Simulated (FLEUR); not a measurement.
## KF (Carobbiite) under changes of volume

One of the cells (19.074 Å³/atom); the others are scaled copies at fixed shape and fractional positions:

```xyz
2
Lattice="0.0000 2.6719 2.6719 2.6719 0.0000 2.6719 2.6719 2.6719 0.0000" Properties=species:S:1:pos:R:3 pbc="T T T"
K     0.0000    0.0000    0.0000
F     2.6719    2.6719    2.6719
```

```yaml
Program: FLEUR MaX-R8.1 (later development tree)
Functional: PBEsol
Potentials_or_basis: all-electron
Basis: FLAPW
Kmax: 4.1 1/bohr
k_mesh: 9 × 9 × 9
Occupations: fermi-dirac, width 0.05 eV
Spin: no spin polarisation
```

| volume (Å³/atom) | energy over the lowest point (meV/atom) | gap on the mesh (eV) |
| --- | --- | --- |
| 17.929 | 3.32 | 6.36 |
| 18.311 | 0.70 | 6.25 |
| 18.692 | 0.00 | 6.14 |
| 19.074 | 0.83 | 6.04 |
| 19.455 | 3.08 | 5.94 |
| 19.837 | ? | ? |
| 20.218 | 11.29 | 5.76 |

Task: What does the run at 19.837 Å³/atom give?

Result: Energy over the lowest point 6.61 meV/atom; gap on the mesh 5.85 eV.

Worked out: A Birch-Murnaghan fit of order 3 (a polynomial in V^(-2/3)) to the other rows has its minimum at 18.67 Å³/atom with B0 = V·E''(V) = 33 GPa and B' = 4.9. It gives 6.64 meV/atom at 19.837 Å³/atom, against the run's 6.61. A straight line through the other rows of the gap, of slope -5 eV per unit of ln V (its deformation potential), gives 5.85 eV, against the run's 5.85.

Energies are extrapolated to zero smearing.

Caveats: an odd mesh through Γ misses points on the zone boundary, where band edges often lie.
